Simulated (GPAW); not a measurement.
The system is GaSb.

```xyz
2
Lattice="-2.7534 2.7534 1.5907 2.7534 -2.7534 1.5907 2.7534 2.7534 -1.5907" Properties=species:S:1:pos:R:3 pbc="T T T"
Sb    0.0000    0.0000    0.0000
Ga    0.0000    2.7534    0.7954
```

Measurements of this composition are mostly on another form, of space group No. 216.

Base run:

| Item | Value |
| --- | --- |
| Program | GPAW 26.7.0 |
| Functional | RPBE |
| Potentials or basis | the program's PAW data sets (release 1.2.1) made for this functional |
| Cutoff | 600 eV |
| Basis | pw |
| k mesh | 10 × 10 × 10 |
| Occupations | fermi-dirac, width 0.05 eV |
| Spin | no spin polarisation |

Its results: band gap on the k mesh none (metal or under the smearing width); pressure 1.5 GPa.

Problem. After a change of settings the same cell gave: band gap on the k mesh none (metal or under the smearing width); pressure 1.0 GPa. Which change was it?
A. functional from RPBE to PW91; potentials or basis from the program's PAW data sets (release 1.2.1) made for this functional to PAW data sets generated in the run's folder for this functional
B. functional from RPBE to r2SCAN; potentials or basis from the program's PAW data sets (release 1.2.1) made for this functional to GPAW PAW data sets (gpaw-data 1.2.1)
C. functional from RPBE to revPBE
D. functional from RPBE to PBEsol; potentials or basis from the program's PAW data sets (release 1.2.1) made for this functional to PAW data sets generated in the run's folder for this functional

Solution. C.

Runs at the PBE level aren't shown here.
